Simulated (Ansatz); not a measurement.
RbBr at 6 GPa: from Born charge to LO–TO splitting and polaron coupling

Computed with Ansatz, DFT PBEsol, scalar-relativistic, plane waves, PAW. Settings: 420 eV plane-wave cutoff, Γ-centred 6×6×6 mesh, fixed occupations. No spin polarisation. Phonons by linear response, acoustic sum rule imposed.

The cell, relaxed at 6 GPa:
```cif
data_structure
_symmetry_space_group_name_H-M 'Pm-3m'
_symmetry_Int_Tables_number 221
_cell_length_a 3.8010
_cell_length_b 3.8010
_cell_length_c 3.8010
_cell_angle_alpha 90.000
_cell_angle_beta 90.000
_cell_angle_gamma 90.000
_cell_volume 54.92
loop_
_atom_site_label
_atom_site_type_symbol
_atom_site_symmetry_multiplicity
_atom_site_Wyckoff_symbol
_atom_site_fract_x
_atom_site_fract_y
_atom_site_fract_z
_atom_site_occupancy
Rb1 Rb 1 a 0.00000 0.00000 0.00000 1
Br1 Br 1 b 0.50000 0.50000 0.50000 1
```

Other phases may be more stable at this pressure. The run warned that the force constants aren't converged on this k mesh, so the frequencies and all that is formed from them are rough.

Linear response gives ν_TO = 125.9 cm⁻¹, Born charges ±1.216 e (positive on Rb) and ε∞ = 3.392. The primitive cell holds 54.916 Å³, and the masses are 85.468 and 79.904 amu.

Q: Find ν_LO and the static dielectric constant.

A: The long-wave field adds a restoring force: ω_LO² − ω_TO² = Z*²e²/(ε_vac ε∞ μV). In these units ν_LO² − ν_TO² = 4.92064×10⁷ Z*²/(μ V ε∞) cm⁻², with μ = m₁m₂/(m₁ + m₂) = 41.296 amu: 9459 cm⁻². So ν_LO = √(125.9² + 9459) = 159.1 cm⁻¹, and the run gives 159.1. Lyddane–Sachs–Teller then gives ε0 = ε∞ (ν_LO/ν_TO)² = 5.42, against 5.42 in the run (it forms both from the same three quantities, so the match checks the arithmetic only). Between ν_TO and ν_LO the dielectric function is negative and an undamped crystal reflects fully: a reststrahlen band from 62.9 to 79.4 μm.

Q: What do the Clausius–Mossotti polarisability and the Szigeti charge come to?

A: With the Lorentz local field, α = (3V/4π)(ε∞ − 1)/(ε∞ + 2) = 5.82 Å³ for the pair, and e_S = 3Z*/(ε∞ + 2) = 0.68 e. The Born charge includes the electrons' response to the dipole's own local field, and e_S takes that enhancement out. The Lorentz field assumes point-like polarisable ions, a fair picture at this small ε∞.

Q: How strongly does a slow electron couple to the LO mode?

A: For one isotropic parabolic band, Fröhlich's constant is α_F = (1/ε∞ − 1/ε0) √(m* Ry/ħω_LO), with Ry = 13.606 eV, ħω_LO = 19.7 meV and m* in free-electron masses: α_F = 0.1102 × 26.26 × √m* = 2.89 √m*. The band mass isn't part of this run; for m* = 0.1, 0.3 and 1 it gives 0.91, 1.58, 2.89. In weak coupling the polaron lies α_F ħω_LO below the band edge (31 meV at m* = 0.3) with a mass m*(1 + α_F/6); past α_F of about 5 or 6 that expansion fails. A semilocal functional's ε∞ tends to be too large, which taken alone lowers α_F.

This CsCl-type form isn't the usual stable structure of the compound at low pressure.